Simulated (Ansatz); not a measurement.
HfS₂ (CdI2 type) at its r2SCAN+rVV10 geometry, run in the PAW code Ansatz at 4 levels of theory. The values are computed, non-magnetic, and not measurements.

The PBE+SOC input:
```yaml
crystal:
  lattice:
    - [3.6302934612, 0.0, 0.0]
    - [-1.8151467306, 3.1439263606, 0.0]
    - [0.0, 0.0, 5.8783536162]
  atoms:
    - { symbol: Hf, position: [0.0, 0.0, 0.0] }
    - { symbol: S, position: [0.3333333333, 0.6666666667, 0.2446282338] }
    - { symbol: S, position: [0.6666666667, 0.3333333333, 0.7553717662] }
kpoints:
  mp_grid: { grid: [12, 12, 4] }
  band_path:
    path:
      - [0.0, 0.0, 0.0]
      - [0.5, 0.0, 0.0]
      - [0.3333333333, 0.3333333333, 0.0]
      - [0.0, 0.0, 0.5]
      - [0.5, 0.0, 0.5]
      - [0.3333333333, 0.3333333333, 0.5]
      - [-0.083333, 0.002604, 0.002604]
      - [0.0, 0.5, 0.5]
      - [0.0, 0.25, 0.25]
    npoints: 1
hamiltonian:
  xc: pbe
scf:
  occupations: { method: fermi_dirac, width: 0.02 }
  n_extra_bands: 8
magnetization:
  noncollinear: true
  spin_orbit: true
output:
  forces: true
  stress: true
  eigenvalues: true
```

Main results, then, where recorded, the levels near the gap in eV from the Fermi energy (columns number the bands from 0), one row a point of the path (Γ, M, K, A, L, H, (-0.083, 0.003, 0.003), L, (0, 1/4, 1/4)):
```
Crystal: 3 atoms, lattice volume = 67.092 Å³
Symmetry: 12 space group operations + 12 with time reversal
Magnetic group: BNS 164.86 (UNI 1316)
```
```
Basis set: ecut = 420 eV, 1315 PW (Γ)
k-points: 69 of 576
SCF 1 converged in 10 iterations: F = -17548.807818 eV  dr2 = 8.69e-9
Free energy (F): -17548.807818 eV
Fermi energy:    9.592164 eV
--- Forces (eV/Å), atoms counted from 1 ---
  atom   1  Hf      0.00000      0.00000      0.00000
  atom   2  S       0.00000      0.00000      0.10928
  atom   3  S       0.00000      0.00000    -0.10928
--- Stress (GPa, compression-positive) ---
        1.653606       0.000000       0.000000
        0.000000       1.653606       0.000000
        0.000000       0.000000       2.610254
  P = ⅓ Tr σ = 1.9725 GPa (19.725 kbar)
```
```tsv
band_32	band_33	band_34	band_35	band_36	band_37	band_38	band_39	band_40	band_41	band_42	band_43
-0.760	-0.760	-0.587	-0.587	-0.518	-0.518	1.357	1.357	1.402	1.402	2.093	2.093
-3.055	-3.055	-2.539	-2.539	-1.895	-1.895	0.647	0.647	3.337	3.337	3.618	3.618
-2.775	-2.775	-2.704	-2.704	-2.213	-2.213	1.986	1.986	2.996	2.996	3.258	3.258
-2.382	-2.382	-0.859	-0.859	-0.724	-0.724	1.334	1.334	1.356	1.356	2.338	2.338
-2.932	-2.932	-1.720	-1.720	-1.403	-1.403	0.503	0.503	3.351	3.351	3.631	3.631
-2.773	-2.773	-2.389	-2.389	-2.381	-2.381	2.176	2.176	2.671	2.671	2.903	2.903
-1.194	-1.194	-0.856	-0.856	-0.518	-0.518	1.416	1.416	1.620	1.620	2.211	2.211
-2.932	-2.932	-1.720	-1.720	-1.403	-1.403	0.503	0.503	3.351	3.351	3.631	3.631
-3.144	-3.144	-1.532	-1.532	-0.919	-0.919	0.971	0.971	2.630	2.630	3.268	3.268
```

PBE+SOC gives an indirect gap of 1.02 eV, from k = (-0.083, 0.003, 0.003) to L; the least direct gap is 1.88 eV at Γ.

r2SCANh. Against the first input these blocks differ (the band path and keys that only write files left aside):
```yaml
kpoints:
  mp_grid: { grid: [6, 6, 4] }
hamiltonian:
  xc: r2scanh
scf:
  occupations: { method: fixed }
  n_extra_bands: 4
```
(magnetization left out)

```
Basis set: ecut = 500 eV, 1737 PW (Γ)
k-points: 24 of 144
SCF 1 stopped early in 5 iterations: F = -17550.088311 eV  dr2 = 2.54e-5
SCF 2 stopped early in 8 iterations: F = -17548.185788 eV  dr2 = 1.16e-7
hybrid outer 1: dexx = +1.078e-3 eV, tail = 1.73e-5 eV
SCF 3 converged in 4 iterations: F = -17548.185798 eV  dr2 = 4.42e-11
hybrid outer 2: dexx = +2.161e-8 eV, tail = 2.13e-9 eV, Δε = 1.01e-3 eV, ΔF = 1.57e-3 eV/Å
Free energy (F): -17548.185798 eV
Fermi energy:    8.509712 eV
--- Forces (eV/Å), atoms counted from 1 ---
  atom   1  Hf      0.00000      0.00000      0.00000
  atom   2  S       0.00000      0.00000    -0.07885
  atom   3  S       0.00000      0.00000      0.07885
--- Stress (GPa, compression-positive) ---
        1.000164       0.000000       0.000000
        0.000000       1.000164       0.000000
        0.000000       0.000000       0.724947
  P = ⅓ Tr σ = 0.9084 GPa (9.084 kbar)
```
```tsv
band_16	band_17	band_18	band_19	band_20	band_21
-0.131	-0.131	0.000	2.854	2.854	3.593
-2.691	-2.147	-1.513	2.059	5.072	5.126
-2.351	-2.351	-1.857	3.507	4.701	4.701
-1.962	-0.271	-0.271	2.807	2.807	3.911
-2.555	-1.243	-0.996	1.914	5.044	5.183
-2.432	-1.991	-1.991	3.739	4.350	4.350
-0.648	-0.330	0.017	2.890	3.100	3.701
-2.555	-1.243	-0.996	1.914	5.044	5.183
-2.790	-1.040	-0.410	2.425	4.201	4.833
```

r2SCANh gives an indirect gap of 1.90 eV, from k = (-0.083, 0.003, 0.003) to L; the least direct gap is 2.84 eV at k = (0, 1/4, 1/4). The mean pressure at these positions is +0.9 GPa, compression counted positive. (The program warns that its thresholds are loose for a hybrid's stress.)

**Question.** In the first input these blocks are replaced (the band path and keys that only write files left aside):
```yaml
kpoints:
  mp_grid: { grid: [6, 6, 4] }
hamiltonian:
  xc: hse06
scf:
  occupations: { method: fixed }
  n_extra_bands: 4
```
(magnetization left out)
What comes out?

**Answer.**
```
Basis set: ecut = 420 eV, 1315 PW (Γ)
k-points: 24 of 144
SCF 1 stopped early in 4 iterations: F = -17530.156283 eV  dr2 = 2.79e-5
Exchange kernel: α = 0.2500, screened, ω = 0.2079 Å⁻¹, Wigner–Seitz truncation, v(0) = 1046.2948 eV·Å³, q-mesh 6×6×4
SCF 2 stopped early in 8 iterations: F = -17531.855953 eV  dr2 = 8.22e-7
hybrid outer 1: dexx = +1.649e-2 eV, tail = 1.15e-3 eV
SCF 3 converged in 5 iterations: F = -17531.855705 eV  dr2 = 1.93e-9
hybrid outer 2: dexx = +1.884e-6 eV, tail = 8.35e-8 eV, Δε = 7.24e-3 eV, ΔF = 1.54e-2 eV/Å
SCF 4 converged in 2 iterations: F = -17531.855705 eV  dr2 = 6.93e-10
hybrid outer 3: dexx = +1.804e-9 eV, tail = 1.79e-9 eV, Δε = 1.03e-4 eV, ΔF = 2.43e-7 eV/Å
Free energy (F): -17531.855705 eV
Fermi energy:    8.516803 eV
--- Forces (eV/Å), atoms counted from 1 ---
  atom   1  Hf      0.00000      0.00000      0.00000
  atom   2  S       0.00000      0.00000    -0.05879
  atom   3  S       0.00000      0.00000      0.05879
--- Stress (GPa, compression-positive) ---
        1.198280       0.000000       0.000000
        0.000000       1.198280       0.000000
        0.000000       0.000000       1.459243
  P = ⅓ Tr σ = 1.2853 GPa (12.853 kbar)
```
```tsv
band_16	band_17	band_18	band_19	band_20	band_21
-0.121	-0.121	0.000	2.877	2.877	3.606
-2.754	-2.197	-1.543	2.002	5.167	5.168
-2.416	-2.416	-1.918	3.514	4.740	4.740
-1.990	-0.263	-0.263	2.828	2.828	3.883
-2.614	-1.270	-1.032	1.868	5.138	5.233
-2.497	-2.031	-2.031	3.763	4.374	4.374
-0.655	-0.323	0.017	2.899	3.125	3.722
-2.614	-1.270	-1.032	1.868	5.138	5.233
-2.856	-1.051	-0.425	2.396	4.245	4.875
```
With HSE06 the valence top lies at k = (-0.083, 0.003, 0.003) and the conduction bottom at L, 1.85 eV higher; the smallest vertical gap, at k = (0, 1/4, 1/4), is 2.82 eV. With the atoms held, the mean pressure is +1.3 GPa (compression positive). (The program warns that its thresholds are loose for a hybrid's stress.)

DDH-PBE0. Against the first input these blocks differ (the band path and keys that only write files left aside):
```yaml
crystal:
  host: atoms
kpoints:
  mp_grid: { grid: [6, 6, 4] }
hamiltonian:
  xc:
    exchange: pbe
    correlation: pbe
    exx: { coeff: inverse_dielectric }
scf:
  occupations: { method: fixed }
  n_extra_bands: 4
```
(magnetization left out)

```
ε∞ on k-mesh 6×6×4 of a primitive cell: xx 10.1533, yy 10.1533, zz 5.1478; 3/Tr ε∞, of that cell with its empty space = 0.11785827393255179
Basis set: ecut = 420 eV, 1315 PW (Γ)
k-points: 24 of 144
SCF 1 stopped early in 4 iterations: F = -17530.157930 eV  dr2 = 2.01e-5
SCF 2 converged in 8 iterations: F = -17530.010084 eV  dr2 = 9.35e-8
hybrid outer 1: dexx = +2.723e-3 eV, tail = 6.68e-5 eV
SCF 3 converged in 4 iterations: F = -17530.010066 eV  dr2 = 5.83e-11
hybrid outer 2: dexx = +7.038e-8 eV, tail = 1.86e-9 eV, Δε = 1.39e-3 eV, ΔF = 3.65e-3 eV/Å
Free energy (F): -17530.010066 eV
Fermi energy:    8.644270 eV
--- Forces (eV/Å), atoms counted from 1 ---
  atom   1  Hf      0.00000      0.00000      0.00000
  atom   2  S       0.00000      0.00000      0.03053
  atom   3  S       0.00000      0.00000    -0.03053
--- Stress (GPa, compression-positive) ---
        1.575151       0.000000       0.000000
        0.000000       1.575151       0.000000
        0.000000       0.000000       2.046878
  P = ⅓ Tr σ = 1.7324 GPa (17.324 kbar)
```
```tsv
band_16	band_17	band_18	band_19	band_20	band_21
-0.109	-0.109	0.000	2.683	2.683	3.377
-2.679	-2.107	-1.460	1.878	4.871	4.885
-2.321	-2.321	-1.816	3.309	4.499	4.499
-1.937	-0.248	-0.248	2.637	2.637	3.650
-2.528	-1.194	-0.975	1.734	4.849	4.938
-2.386	-1.952	-1.952	3.533	4.137	4.137
-0.641	-0.313	0.017	2.715	2.930	3.495
-2.528	-1.194	-0.975	1.734	4.849	4.938
-2.769	-1.021	-0.406	2.233	4.010	4.628
```

The DDH-PBE0 gap is indirect, 1.72 eV (k = (-0.083, 0.003, 0.003) to L), below the direct gap of 2.64 eV at k = (0, 1/4, 1/4). With the atoms held, the mean pressure is +1.7 GPa (compression positive). The stress of a hybrid is loosely converged here.

The hybrids run on coarser meshes, which limits their stresses and small splittings of levels.

Totals of different functionals, or with and without spin-orbit coupling, can't be compared.

Only the levels marked +SOC include spin-orbit coupling.

The meshes of the hybrids are coarse, so their gaps aren't converged to the digits shown.
